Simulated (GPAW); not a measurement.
A run of GPAW 26.7.0 is set up as follows.

run.py

```python
from ase import Atoms
from ase.calculators.mixing import SumCalculator
from ase.filters import FrechetCellFilter
from ase.io import write
from ase.optimize import BFGS
from dftd3.ase import DFTD3
from gpaw import GPAW, PW, setup_paths

setup_paths.insert(0, '.')

atoms = Atoms(['Ge', 'Ge'],
              cell=[[0.0, 2.82891, 2.82891],
                    [2.82891, 0.0, 2.82891],
                    [2.82891, 2.82891, 0.0]],
              scaled_positions=[[0.75, 0.75, 0.75],
                                [0.5, 0.5, 0.5]],
              pbc=True)

calc = GPAW(mode=PW(600),
            xc='PBEsol',
            kpts={'size': (8, 8, 8), 'gamma': True},
            occupations={'name': 'fermi-dirac', 'width': 0.05},
            nbands=11,
            convergence={'density': 1e-05, 'forces': 0.0001},
            maxiter=150,
            txt='gpaw.txt')
atoms.calc = SumCalculator([calc, DFTD3(method='pbesol', damping='d3zero')])
opt = BFGS(FrechetCellFilter(atoms), trajectory='relax.traj', logfile='-')
done = opt.run(fmax=0.02, steps=60)
calc.write('gs.gpw')
write('result.traj', atoms)
print('Converged:', done)
print('Cell:', atoms.cell.cellpar().round(4))
print('Volume:', round(atoms.get_volume(), 4))
print(atoms.get_scaled_positions().round(5))
```

Potentials or basis: PAW data sets generated in the run's folder for this functional, pw.

Command:

```console
$ gpaw-setup -f PBEsol Ge
$ OMP_NUM_THREADS=1 python run.py
```

Q: What does it give for the relaxed cell?

A: a = 4.005 Å, b = 4.005 Å, c = 4.005 Å, α = 60.00°, β = 60.00°, γ = 60.00°.

Q: Predict the relaxed volume.

A: 22.71 Å³/atom.

Q: What does it give for the space group after relaxing (to 0.05 Å)?

A: Fd-3m (No. 227).

The path:
```
step  energy change (eV)  largest force (eV/Å)  pressure (GPa)  volume (Å³)
   1              0.0000                0.0000            0.22        45.28
   2              0.0000                0.0000            0.17        45.31
   3             -0.0001                0.0000            0.00        45.42
```

Caveat: later steps reuse the first step's grids; pairwise dispersion overbinds metals, which lowers pressure and volume.

The cell as given is a measured one (22.64 Å³/atom); PBEsol+D3 puts the equilibrium volume +0.3 % from it, thermal expansion not counted.
